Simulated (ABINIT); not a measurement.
Planning a run of ABINIT 10.8.3 on AlN (F-43m). The input:

```
acell 3*1.0 Angstrom
rprim 
  -0.000000000000 2.183993559600 2.183993559600
  2.183993559600 -0.000000000000 2.183993559600
  2.183993559600 2.183993559600 -0.000000000000
ntypat 2
znucl 13 7
natom 2
typat 1 2
xred 
  0.000000000000 0.000000000000 0.000000000000
  0.750000000000 0.750000000000 0.750000000000
pp_dirpath "pseudos"
pseudos "Al.upf, N.upf"
ecut 36
ngkpt 8 8 8
nshiftk 1
shiftk 0 0 0
kptopt 1
chksymbreak 0
irdden 1
istwfk *1
nband 126
prtvol 0
optdriver 6
gwr_task "HDIAGO"
paral_kgb 0
occopt 1
indata_prefix "in"
outdata_prefix "out"
tmpdata_prefix "tmp"
```

```sh
OMP_NUM_THREADS=1 mpirun -n 4 abinit run.abi > log
```

Q: Estimate wall time and host memory on 4 MPI ranks of Arm Neoverse V1, shared host.

It took 23 s; on shared hardware allow 12 s to 47 s. Peak host memory was 0.7 GiB.

[Paths, hosts, dates, memory and timing lines, banners, echoed tables and standing remarks are left out of the program output.]

[Logs are printed without paths, hosts, clocks, repeated set-up lines and the standing remarks that a program may print on its own settings, such as how far it seeks lower states.]

[Runs of the session that timed out or met a known fault of the program may be left out.]

[Hosts, paths, dates, database ids (printed as entryN), source tags and the programs' standing remarks are cut or masked in the printed files.]

[G0W0 gaps are taken among the corrected bands and points alone; a level outside them can change the order at an edge.]

[Where Ansatz stands beside ABINIT at settings called matched, ABINIT's density can come from a denser mesh and the files from another edition; pairs whose starting gaps differed by over 0.03 eV were left out, so agreement reads better than it is.]
